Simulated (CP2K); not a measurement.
Runs of CP2K 2026.2 on CoO. Symmetry: Fm-3m, No. 225, cubic system. Conventional cell: a = 4.263 Å, b = 4.263 Å, c = 4.263 Å, α = 90.00°, β = 90.00°, γ = 90.00°. Around Co (site symmetry m-3m) lie 6 O at 2.13 Å. O (site symmetry m-3m) has 6 Co at 2.13 Å as nearest neighbours. 

```csv
task,level,smearing,EPS_DEFAULT,MIXING METHOD,MIXING ALPHA,NBUFFER,NGRIDS,gap on the mesh (eV),pressure (GPa),moment (μB),V0 of scaled cells (Å³/atom),B0 (GPa)
equation of state,PBE,fermi-dirac 0.05 eV,1.0E-10,BROYDEN_MIXING,0.2,10,4,-,-,-,9.67,184
single point,PBEsol,fermi-dirac 0.05 eV,1.0E-10,PULAY_MIXING,0.4,6,5,none,-9.1,3.00,-,-
single point,PBE,fermi-dirac 0.05 eV,1.0E-10,BROYDEN_MIXING,0.2,10,4,none,-0.3,2.99,-,-
equation of state,PBEsol,fermi-dirac 0.05 eV,1.0E-10,BROYDEN_MIXING,0.2,10,5,-,-,-,(c),(b)
band structure,PBEsol,fermi-dirac 0.1 eV,1.0E-9,BROYDEN_MIXING,0.2,10,5,none,-8.8,(a),-,-
```

Alike in all rows: potentials or basis POTENTIAL_UZH Co GTH-PBE-q17, O GTH-PBE-q6; TZVP-MOLOPT-PBE-GTH basis; spin collinear, ferromagnetic start; cell as given; k mesh 11 × 11 × 11.

Q: Estimate the missing entries.

A: (a) 2.98; (b) 208; (c) 9.23.

Caveats: the basis of atomic orbitals isn't converged, which shifts pressures, moduli and gaps; the potentials were made for another functional, which shifts forces and pressure (some runs); a cell with one magnetic atom can't hold antiferromagnetic order, which such compounds often take (some runs); semilocal functionals often make such compounds metallic where correlation or magnetic order opens a gap, which also shifts bond lengths (some runs).

A k mesh can miss the band edges.

A gap of «none» marks a metal or a gap under the smearing width.

Not every run made on this cell is shown here.
